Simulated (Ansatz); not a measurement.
**ZnO: from a migration barrier to a jump rate**

The calculation used DFT PBE, scalar-relativistic, plane waves, PAW (Ansatz 0.2.0). Cutoff 420 eV, Γ-centred 4×4×4 k-points, Gaussian smearing of 0.05 eV. No spin polarisation.

In a supercell of 16 sites an atom of O jumps into a neighbouring O vacancy, a = 2.88 Å from site to site in the perfect crystal, with a cell charge of +2 (uniform background, no finite-size correction; the gap has closed on this mesh at the top of the path, so the charge state is nominal there). A nudged elastic band with 5 inner images puts the highest image 1.873 eV above the start and 1.873 eV above the end. No image climbed, so the top of the path can lie higher. Take it as the barrier; the order of the saddle wasn't checked, and the cell is small.

Task: With an assumed attempt frequency of 10¹³ s⁻¹, how often does the jump happen, and how fast does the vacancy diffuse?

Result: Transition-state theory gives Γ = ν exp(−E/k_BT), and one such jump direction contributes Γa²/6 to the vacancy's diffusion coefficient averaged over directions:

| T (K) | E/k_BT | Γ (1/s) | Γa²/6 (cm²/s) |
| --- | --- | --- | --- |
| 300 | 72.5 | 3.4 × 10^-19 | 4.7 × 10^-35 |
| 600 | 36.2 | 1.8 × 10^-3 | 2.6 × 10^-19 |
| 1000 | 21.7 | 3.6 × 10^3 | 5.0 × 10^-13 |
| 1500 | 14.5 | 5.1 × 10^6 | 7.0 × 10^-10 |

The rate reaches one jump a second at T = E/(k_B ln 10¹³) = 726 K. The number of equivalent jumps multiplies D if they link up through the crystal; a hop between two sites alone gives no long-range diffusion, which then waits on a higher barrier. In either case the atoms' own diffusion carries the vacancy concentration and a correlation factor besides. Rows above the melting point are formal, and so are rows where E/k_BT falls under about 3, since the theory needs rare jumps.

Task: How much does an error of 0.1 eV in the barrier matter?

Result: It multiplies the rate by exp(0.1 eV/k_BT): 48 at 300 K and 3.2 at 1000 K, more than the usual doubt about ν at low temperature.